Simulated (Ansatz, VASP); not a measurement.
# One calculation of LiF, two programs

INCAR

```
ALGO     = Normal         # electronic algorithm
EDIFF    = 1E-8           # SCF threshold, eV
ENCUT    = 520            # plane-wave cutoff, eV
GGA      = PE             # functional
ISIF     = 2              # what is computed and relaxed
ISMEAR   = -1             # smearing method
LASPH    = T              # aspherical terms in the spheres
LCHARG   = F              # write CHGCAR
LEFG     = T            
LREAL    = F              # projectors in reciprocal space
LWAVE    = F              # write WAVECAR
NBANDS   = 12             # bands
NELM     = 100            # most SCF steps
PREC     = Accurate       # precision mode
SIGMA    = 0.03           # smearing width, eV
```

File KPOINTS:

```
k-points
0
Gamma
  10 10 10
```

File POSCAR:

```
LiF
1.0
    0.0000000000      2.0004828142      2.0004828142
    2.0004828142      0.0000000000      2.0004828142
    2.0004828142      2.0004828142      0.0000000000
Li F
1 1
Direct
    0.0000000000      0.0000000000      0.0000000000
    0.5000000000      0.5000000000      0.5000000000
```

Input for Ansatz:

```yaml
crystal:
  lattice:
    - [0.0, 2.0004828142, 2.0004828142]
    - [2.0004828142, 0.0, 2.0004828142]
    - [2.0004828142, 2.0004828142, 0.0]
  atoms:
    - { symbol: Li, position: [0.0, 0.0, 0.0] }
    - { symbol: F, position: [0.5, 0.5, 0.5] }
kpoints:
  mp_grid: { grid: [10, 10, 10] }
scf:
  occupations: { method: fermi_dirac, width: 0.03 }
hamiltonian:
  xc: pbe
  pseudopotentials: { kind: paw }
output:
  forces: true
  stress: true
  eigenvalues: true
  efg: { contact_densities: true }
```

Change from the starting cell: volume scaled by 0.98, PAW files.

Alike in both runs: task electric field gradients; functional PBE; k mesh 10 × 10 × 10; occupations fermi-dirac, width 0.03 eV; no spin polarisation.

|  | VASP | Ansatz |
| --- | --- | --- |
| version | VASP 6.6.1 | Ansatz 0.2.0 |
| potentials or method | VASP PAW PBE potentials, release 64 (Li_sv, F) | PAW with Ansatz's default frozen-core files, scalar-relativistic |
| plane-wave cutoff (eV) | 520 | 420 |
| valence electrons in the cell | 10 | 10 |

|  | VASP | Ansatz | Ansatz less VASP |
| --- | --- | --- | --- |
| gap on the k mesh at the Fermi level (eV) | 9.28 | 9.27 | -0.005 |
| Vzz of the field gradient on the site that differs most (V/Å²) | 0.0 | 0.0 | 0.00 |

With one functional, cell and mesh, what is left measures potentials, basis and numerics.

 A k mesh can miss the band edges.
